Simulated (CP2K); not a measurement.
**Al under changes of volume**

One of the cells (16.603 Å³/atom); the others are scaled copies at fixed shape and fractional positions:

```
CELL_PARAMETERS angstrom
2.86351 0.00000 0.00000
1.43175 2.47987 0.00000
1.43175 0.82662 2.33804
ATOMIC_POSITIONS crystal
Al 0.00000 0.00000 0.00000
```

| Property | Result |
| --- | --- |
| Program | CP2K 2026.2 |
| Functional | LDA |
| Potentials or basis | GTH_POTENTIALS Al GTH-PADE-q3; TZVP-MOLOPT-PBE-GTH basis |
| Density cutoff | 6123 eV |
| k mesh | 11 × 11 × 11 |
| Occupations | fermi-dirac, width 0.1 eV |
| Spin | no spin polarisation |

```tsv
volume (Å³/atom)	energy over the lowest point (meV/atom)	pressure (GPa)
15.607	0.00	0.4
15.939	?	?
16.271	5.39	-2.9
16.603	12.85	-4.3
16.935	23.05	-5.5
17.267	35.67	-6.6
17.599	50.44	-7.5
```

Task: What does the run at 15.939 Å³/atom give?

Result: Energy over the lowest point 0.98 meV/atom; pressure -1.3 GPa.

Worked out: A Birch-Murnaghan fit of order 3 (a polynomial in V^(-2/3)) to the other rows has its minimum at 15.68 Å³/atom with B0 = V·E''(V) = 86 GPa and B' = 4.5. It gives 0.98 meV/atom at 15.939 Å³/atom, against the run's 0.98, and -dE/dV = -1.3 GPa, against -1.3.

Energies are extrapolated to zero smearing.

Caveats: the basis of atomic orbitals isn't converged, which shifts pressures, moduli and gaps.
